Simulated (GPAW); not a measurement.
A run of GPAW 26.7.0 is set up as follows.

Contents of run.py:

```python
from ase import Atoms
from ase.dft.bandgap import bandgap
from ase.io import write
from ase.parallel import parprint
from gpaw import GPAW, PW

atoms = Atoms(['Bi', 'Bi', 'Se', 'Se', 'Se'],
              cell=[[2.0715, 1.1959810826, 9.5453333333],
                    [-2.0715, 1.1959810826, 9.5453333333],
                    [0.0, -2.3919621653, 9.5453333333]],
              scaled_positions=[[0.5992, 0.5992, 0.5992],
                                [0.4008, 0.4008, 0.4008],
                                [0.7883, 0.7883, 0.7883],
                                [0.2117, 0.2117, 0.2117],
                                [0.0, 0.0, 0.0]],
              pbc=True)

calc = GPAW(mode=PW(600),
            xc='TB09',
            kpts={'size': (6, 6, 6), 'gamma': True},
            occupations={'name': 'fermi-dirac', 'width': 0.05},
            nbands=39,
            convergence={'density': 1e-05, 'energy': 1e-05},
            eigensolver='cg',
            maxiter=150,
            txt='gpaw.txt')
atoms.calc = calc
energy = atoms.get_potential_energy()
calc.write('gs.gpw')
write('result.traj', atoms)
parprint('Fermi level:', round(calc.get_fermi_level(), 4), 'eV')
parprint(f'Gap: {bandgap(calc)[0]:.4f} eV, direct: {bandgap(calc, direct=True)[0]:.4f} eV')
```

Potentials or basis: GPAW PAW data sets for LDA (gpaw-data 1.2.1), pw.

The run is started by

```sh
$ OMP_NUM_THREADS=1 mpirun -n 4 gpaw python run.py
```

Q: Predict the band gap on the k mesh.

A: 0.70 eV, direct.

Caveat: a model potential gives levels but no total energy; spin-orbit coupling is left out, which as a rule narrows the gap of such compounds by several tenths of an eV. A k mesh can miss the band edges.
